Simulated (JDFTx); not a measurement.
# BN (F-43m) in JDFTx: equation of state

How stiff is BN in PBE, and what volume does it want? The cell is scaled to several volumes.

All numbers are computed with JDFTx 1.7.0 (patched build); they aren't measurements. Logs are shortened: lines on timing, memory, paths and dates and some standing lists are left out, and cuts for length are marked. The log counts tension as positive stress, the text compression.

**Experimental background.**

From “Effect of nanostructuration on compressibility of cubic BN”, 2012, arxiv:1208.3664, for a bulk crystal of BN at 300 K: bulk modulus 395 ± 2 GPa.

The results are compared with them further down.

### 1 The structure

Symmetry: F-43m, No. 216, cubic system. The conventional cell has a = 3.626 Å, b = 3.626 Å, c = 3.626 Å, α = 90.00°, β = 90.00°, γ = 90.00°. N (site symmetry -43m) has 4 B at 1.57 Å as nearest neighbours. Around B (site symmetry -43m) lie 4 N at 1.57 Å.

The cell is a database's computed one.

### 2 Equation of state, PBE, 5.60 Å³/atom (volume scaled by 0.94)

BN.in

```
lattice \
    0.0000000000     3.3561358239     3.3561358239 \
    3.3561358239     0.0000000000     3.3561358239 \
    3.3561358239     3.3561358239     0.0000000000
coords-type Lattice
ion N      0.2500000000     0.2500000000     0.2500000000 1
ion B      0.0000000000     0.0000000000     0.0000000000 1

ion-species pseudo/N.upf
ion-species pseudo/B.upf
elec-cutoff 42 336
elec-ex-corr gga-PBE
kpoint-folding 13 13 13
elec-smearing Fermi 0.0018374661
elec-n-bands 9
electronic-SCF nIterations 100 energyDiffThreshold 1e-09
electronic-minimize nIterations 30 energyDiffThreshold 1e-7
forces-output-coords Cartesian

dump-name run.$VAR
dump End Ecomponents EigStats BandEigs Kpoints Forces Stress
```

Potentials or basis: PseudoDojo-SR-PBE-0.5-standard with smoothed tails.

Run with:

```
$ jdftx -c 1 -i BN.in -o BN.out
```

What it wrote:

```text
*************** JDFTx 1.7.0 (patched build) ***************

Input parsed successfully to the following command list (including defaults):
[... the input with its defaults ...]

---------- Setting up symmetries ----------

Found 48 point-group symmetries of the bravais lattice
Found 24 space-group symmetries with basis
Applied RMS atom displacement 0 bohrs to make symmetries exact.

---------- Initializing the Grid ----------
R =
[            0      3.35614      3.35614  ]
[      3.35614            0      3.35614  ]
[      3.35614      3.35614            0  ]
unit cell volume = 75.6047
G =
[  -0.936074   0.936074   0.936074  ]
[   0.936074  -0.936074   0.936074  ]
[   0.936074   0.936074  -0.936074  ]
Minimum fftbox size, Smin = [  40  40  40  ]
Chosen fftbox size, S = [  40  40  40  ]

---------- Initializing tighter grid for wavefunction operations ----------
R =
[            0      3.35614      3.35614  ]
[      3.35614            0      3.35614  ]
[      3.35614      3.35614            0  ]
unit cell volume = 75.6047
G =
[  -0.936074   0.936074   0.936074  ]
[   0.936074  -0.936074   0.936074  ]
[   0.936074   0.936074  -0.936074  ]
Minimum fftbox size, Smin = [  28  28  28  ]
Chosen fftbox size, S = [  28  28  28  ]

---------- Exchange Correlation functional ----------
Initalized PBE GGA exchange.
Initalized PBE GGA correlation.

---------- Setting up pseudopotentials ----------
Width of ionic core gaussian charges (only for fluid interactions / plotting) set to 0

Reading pseudopotential file 'pseudo/N.upf':
  'N' pseudopotential, 'PBE' functional
  Generated using ONCVPSP code by D. R. Hamann
  5 valence electrons, 2 orbitals, 4 projectors, 1001 radial grid points, with lMax = 1
    2S    l: 0   occupation:  2.0   eigenvalue: -0.682907
    2P    l: 1   occupation:  3.0   eigenvalue: -0.260548
  Core radius for overlap checks: 1.31 bohrs.

Reading pseudopotential file 'pseudo/B.upf':
  'B' pseudopotential, 'PBE' functional
  Generated using ONCVPSP code by D. R. Hamann
  3 valence electrons, 2 orbitals, 4 projectors, 1001 radial grid points, with lMax = 1
    2S    l: 0   occupation:  2.0   eigenvalue: -0.347027
    2P    l: 1   occupation:  1.0   eigenvalue: -0.132548
  Core radius for overlap checks: 1.18 bohrs.

Initialized 2 species with 2 total atoms.

Folded 1 k-points by 13x13x13 to 2197 k-points.

---------- Setting up k-points, bands, fillings ----------
Adding inversion symmetry to k-mesh for non-inversion-symmetric unit cell.
Reduced to 84 k-points under symmetry.
Computing the number of bands and number of electrons
Calculating initial fillings.
nElectrons:   8.000000   nBands: 9   nStates: 84

----- Setting up reduced wavefunction bases (one per k-point) -----
average nbasis = 982.718 , ideal nbasis = 982.916

---------- Setting up ewald sum ----------
Optimum gaussian width for ewald sums = 1.524299 bohr.
Real space sum over 1331 unit cells with max indices [  5  5  5  ]
Reciprocal space sum over 2197 terms with max indices [  6  6  6  ]

---------- Allocating electronic variables ----------
Initializing wave functions:  linear combination of atomic orbitals
Note: number of bands (9) exceeds available atomic orbitals (8)
N pseudo-atom occupations:   s ( 2 )  p ( 3 )
B pseudo-atom occupations:   s ( 2 )  p ( 1 )
	FillingsUpdate:  mu: +0.662194101  nElectrons: 8.000000
LCAOMinimize: Iter:   0  F: -12.8263880885999786  |grad|_K:  4.447e-03  alpha:  1.000e+00
	FillingsUpdate:  mu: +0.649558909  nElectrons: 8.000000
LCAOMinimize: Iter:   1  F: -12.8564058703050392  |grad|_K:  2.264e-04  alpha:  4.230e-01  linmin: -4.926e-01  cgtest:  6.743e-01
LCAOMinimize: Encountered beta<0, resetting CG.
[... 6 lines of inner loops ...]
LCAOMinimize: Iter:   4  F: -12.8565432519192484  |grad|_K:  3.551e-07  alpha:  5.749e-01  linmin: -7.572e-06  cgtest:  1.344e-06
	FillingsUpdate:  mu: +0.648725774  nElectrons: 8.000000
LCAOMinimize: Iter:   5  F: -12.8565432522364560  |grad|_K:  9.233e-09  alpha:  7.394e-01  linmin: -9.281e-04  cgtest:  2.986e-03
LCAOMinimize: Converged (|Delta F|<1.000000e-06 for 2 iters).

-------- Electronic minimization -----------
Will mix electronic density at each iteration.
	FillingsUpdate:  mu: +0.648725774  nElectrons: 8.000000
	FillingsUpdate:  mu: +0.560722049  nElectrons: 8.000000
SCF: Cycle:  0   F: -12.907740787622183   dF: -5.120e-02   |Residual|: 5.086e-02   |deigs|: 2.322e-01
	FillingsUpdate:  mu: +0.562636545  nElectrons: 8.000000
SCF: Cycle:  1   F: -12.908075500662056   dF: -3.347e-04   |Residual|: 2.606e-02   |deigs|: 1.167e-02
	FillingsUpdate:  mu: +0.565286640  nElectrons: 8.000000
SCF: Cycle:  2   F: -12.908130660187499   dF: -5.516e-05   |Residual|: 2.259e-03   |deigs|: 4.205e-03
	FillingsUpdate:  mu: +0.565565668  nElectrons: 8.000000
SCF: Cycle:  3   F: -12.908131740833829   dF: -1.081e-06   |Residual|: 1.083e-03   |deigs|: 3.601e-04
	FillingsUpdate:  mu: +0.565757328  nElectrons: 8.000000
SCF: Cycle:  4   F: -12.908131965275254   dF: -2.244e-07   |Residual|: 1.033e-04   |deigs|: 1.533e-04
	FillingsUpdate:  mu: +0.565762979  nElectrons: 8.000000
SCF: Cycle:  5   F: -12.908131979640219   dF: -1.436e-08   |Residual|: 3.298e-05   |deigs|: 4.695e-05
	FillingsUpdate:  mu: +0.565769461  nElectrons: 8.000000
SCF: Cycle:  6   F: -12.908131982915046   dF: -3.275e-09   |Residual|: 7.018e-06   |deigs|: 3.469e-05
	FillingsUpdate:  mu: +0.565770724  nElectrons: 8.000000
SCF: Cycle:  7   F: -12.908131983550154   dF: -6.351e-10   |Residual|: 3.157e-06   |deigs|: 3.225e-05
	FillingsUpdate:  mu: +0.565770522  nElectrons: 8.000000
SCF: Cycle:  8   F: -12.908131983707356   dF: -1.572e-10   |Residual|: 1.634e-06   |deigs|: 2.834e-05
SCF: Converged (|Delta E|<1.000000e-09 for 2 iters).

Setting wave functions to eigenvectors of Hamiltonian

# Stress tensor in Cartesian coordinates [Eh/a0^3]:
[ -0.000843076            0            0  ]
[            0 -0.000843076            0  ]
[            0            0 -0.000843076  ]

# Ionic positions in lattice coordinates:
ion N   0.250000000000000   0.250000000000000   0.250000000000000 1
ion B   0.000000000000000   0.000000000000000   0.000000000000000 1

# Forces in Cartesian coordinates:
force N   0.000000000000000   0.000000000000000   0.000000000000000 1
force B   0.000000000000000  -0.000000000000000  -0.000000000000000 1

# Energy components:
   Eewald =      -13.4040604330791133
       EH =        1.7427525753419775
     Eloc =       -5.7997667452233737
      Enl =       -1.0972171387377665
      Exc =       -4.4125948272389337
 Exc_core =        0.4926725821643281
       KE =        9.5700820030655240
-------------------------------------
     Etot =      -12.9081319837073547
       TS =        0.0000000000000013
-------------------------------------
        F =      -12.9081319837073565

IonicMinimize: Iter:   0  F: -12.908131983707356  |grad|_K:  8.772e-37
IonicMinimize: Converged (|grad|_K<1.000000e-04).

#--- Lowdin population analysis ---
# oxidation-state N -0.324
# oxidation-state B +0.351

Dumping 'run.eigStats' ...
	eMin: -0.323433 at state 0 ( [ +0.000000 +0.000000 +0.000000 ] spin 0 )
	HOMO: +0.441721 at state 0 ( [ +0.000000 +0.000000 +0.000000 ] spin 0 )
	mu  : +0.565771
	LUMO: +0.613614 at state 47 ( [ +0.000000 +0.461538 +0.461538 ] spin 0 )
	eMax: +1.388072 at state 0 ( [ +0.000000 +0.000000 +0.000000 ] spin 0 )
	HOMO-LUMO gap: +0.171894
	Optical gap  : +0.335733 at state 0 ( [ +0.000000 +0.000000 +0.000000 ] spin 0 )
Done!
[note: mu as printed may lie anywhere between the filled and the empty levels]
```

Wall time 55 s (1 thread of AMD EPYC, shared host); peak memory 0.07 GiB.

Results:

* Free energy: -351.2482 eV
* Pressure: 24.8 GPa
* Band gap on the k mesh: 4.68 eV, indirect (least direct gap 9.14 eV)
* Loewdin charges: N -0.32; B +0.35 e

Caveat: an odd mesh through Γ misses points on the zone boundary, where band edges often lie.

### 3 Equation of state, PBE, 5.72 Å³/atom (volume scaled by 0.96)

Edit BN.in of step 2 so:

```diff
@@ -1,5 +1,5 @@
 lattice \
-    0.0000000000     3.3561358239     3.3561358239 \
-    3.3561358239     0.0000000000     3.3561358239 \
-    3.3561358239     3.3561358239     0.0000000000
+    0.0000000000     3.3797713619     3.3797713619 \
+    3.3797713619     0.0000000000     3.3797713619 \
+    3.3797713619     3.3797713619     0.0000000000
 coords-type Lattice
```

Potentials or basis: PseudoDojo-SR-PBE-0.5-standard with smoothed tails.

Run with:

```
$ jdftx -c 1 -i BN.in -o BN.out
```

Run time: 57 s. Hardware: 1 thread of AMD EPYC, shared host; peak memory 0.07 GiB.

Results (log left out):

```yaml
Free_energy: -351.2780 eV
Pressure: 15.5 GPa
Band_gap_on_the_k_mesh: 4.65 eV, indirect (least direct gap 9.03 eV)
Loewdin_charges: N -0.33; B +0.35 e
```

Caveat: an odd mesh through Γ misses points on the zone boundary, where band edges often lie.

### 4 Equation of state, PBE, 5.84 Å³/atom (volume scaled by 0.98)

Edit BN.in of step 3 so:

```diff
@@ -1,5 +1,5 @@
 lattice \
-    0.0000000000     3.3797713619     3.3797713619 \
-    3.3797713619     0.0000000000     3.3797713619 \
-    3.3797713619     3.3797713619     0.0000000000
+    0.0000000000     3.4030808665     3.4030808665 \
+    3.4030808665     0.0000000000     3.4030808665 \
+    3.4030808665     3.4030808665     0.0000000000
 coords-type Lattice
```

Run with:

```
$ jdftx -c 1 -i BN.in -o BN.out
```

Run time: 54 s. Hardware: 1 thread of AMD EPYC, shared host; peak memory 0.07 GiB.

It converged, with:

```
Free energy            : -351.2946 eV
Pressure               : 7.0 GPa
Band gap on the k mesh : 4.62 eV, indirect (least direct gap 8.93 eV)
Loewdin charges        : N -0.33; B +0.35 e
```

Caveat: an odd mesh through Γ misses points on the zone boundary, where band edges often lie.

### 5 Equation of state, PBE, 5.96 Å³/atom

Edit BN.in of step 4 so:

```diff
@@ -1,5 +1,5 @@
 lattice \
-    0.0000000000     3.4030808665     3.4030808665 \
-    3.4030808665     0.0000000000     3.4030808665 \
-    3.4030808665     3.4030808665     0.0000000000
+    0.0000000000     3.4260753537     3.4260753537 \
+    3.4260753537     0.0000000000     3.4260753537 \
+    3.4260753537     3.4260753537     0.0000000000
 coords-type Lattice
```

Run with:

```
$ jdftx -c 1 -i BN.in -o BN.out
```

Run time: 52 s. Hardware: 1 thread of AMD EPYC, shared host; peak memory 0.07 GiB.

It converged, with:

```
Free energy            : -351.2992 eV
Pressure               : -0.7 GPa
Band gap on the k mesh : 4.60 eV, indirect (least direct gap 8.83 eV)
Loewdin charges        : N -0.33; B +0.35 e
```

Caveat: an odd mesh through Γ misses points on the zone boundary, where band edges often lie.

### 6 Equation of state, PBE, 6.08 Å³/atom (volume scaled by 1.02)

Edit BN.in of step 5 so:

```diff
@@ -1,5 +1,5 @@
 lattice \
-    0.0000000000     3.4260753537     3.4260753537 \
-    3.4260753537     0.0000000000     3.4260753537 \
-    3.4260753537     3.4260753537     0.0000000000
+    0.0000000000     3.4487652558     3.4487652558 \
+    3.4487652558     0.0000000000     3.4487652558 \
+    3.4487652558     3.4487652558     0.0000000000
 coords-type Lattice
```

Potentials or basis: PseudoDojo-SR-PBE-0.5-standard with smoothed tails.

Run with:

```
$ jdftx -c 1 -i BN.in -o BN.out
```

It took 53 s on 1 thread of AMD EPYC, shared host; peak memory 0.08 GiB.

The run converged. Its results:

```yaml
Free_energy: -351.2928 eV
Pressure: -7.8 GPa
Band_gap_on_the_k_mesh: 4.57 eV, indirect (least direct gap 8.74 eV)
Loewdin_charges: N -0.33; B +0.35 e
```

Caveat: an odd mesh through Γ misses points on the zone boundary, where band edges often lie.

### 7 Equation of state, PBE, 6.20 Å³/atom (volume scaled by 1.04)

Edit BN.in of step 6 so:

```diff
@@ -1,5 +1,5 @@
 lattice \
-    0.0000000000     3.4487652558     3.4487652558 \
-    3.4487652558     0.0000000000     3.4487652558 \
-    3.4487652558     3.4487652558     0.0000000000
+    0.0000000000     3.4711604628     3.4711604628 \
+    3.4711604628     0.0000000000     3.4711604628 \
+    3.4711604628     3.4711604628     0.0000000000
 coords-type Lattice
```

Run with:

```
$ jdftx -c 1 -i BN.in -o BN.out
```

Run time: 50 s. Hardware: 1 thread of AMD EPYC, shared host; peak memory 0.08 GiB.

Results (log left out):

| Quantity | Value |
| --- | --- |
| Free energy | -351.2764 eV |
| Pressure | -14.2 GPa |
| Band gap on the k mesh | 4.54 eV, indirect (least direct gap 8.64 eV) |
| Loewdin charges | N -0.33; B +0.35 e |

Caveat: an odd mesh through Γ misses points on the zone boundary, where band edges often lie.

### 8 Equation of state, PBE, 6.32 Å³/atom (volume scaled by 1.06)

Edit BN.in of step 7 so:

```diff
@@ -1,5 +1,5 @@
 lattice \
-    0.0000000000     3.4711604628     3.4711604628 \
-    3.4711604628     0.0000000000     3.4711604628 \
-    3.4711604628     3.4711604628     0.0000000000
+    0.0000000000     3.4932703613     3.4932703613 \
+    3.4932703613     0.0000000000     3.4932703613 \
+    3.4932703613     3.4932703613     0.0000000000
 coords-type Lattice
```

Run with:

```
$ jdftx -c 1 -i BN.in -o BN.out
```

It took 51 s on 1 thread of AMD EPYC, shared host; peak memory 0.09 GiB.

Results (log left out):

```yaml
Free_energy: -351.2509 eV
Pressure: -20.0 GPa
Band_gap_on_the_k_mesh: 4.52 eV, indirect (least direct gap 8.55 eV)
Loewdin_charges: N -0.33; B +0.36 e
```

Caveat: an odd mesh through Γ misses points on the zone boundary, where band edges often lie.

### 9 Equation of state, PBE

Potentials or basis: PseudoDojo-SR-PBE-0.5-standard with smoothed tails.

This step only gathers the single runs of the series.

What came out:

* Equilibrium volume: 5.95 Å³/atom
* Bulk modulus: 371 GPa
* Pressure derivative of the bulk modulus: 3.7

Energy against volume, from the lowest point:
```tsv
volume (Å³/atom)	energy (meV/atom)
5.602	25.52
5.721	10.59
5.840	2.28
5.959	0.00
6.078	3.21
6.198	11.41
6.317	24.16
```

### 10 Comparison with measurements

Step 9. A measured bulk modulus of BN is 395 GPa (300 K; quoted in “Effect of nanostructuration on compressibility of cubic BN”, 2012, arxiv:1208.3664); the calculated 371 GPa misses it by -6.0 %. The fit is for a static lattice scaled at fixed shape and fixed fractional positions.
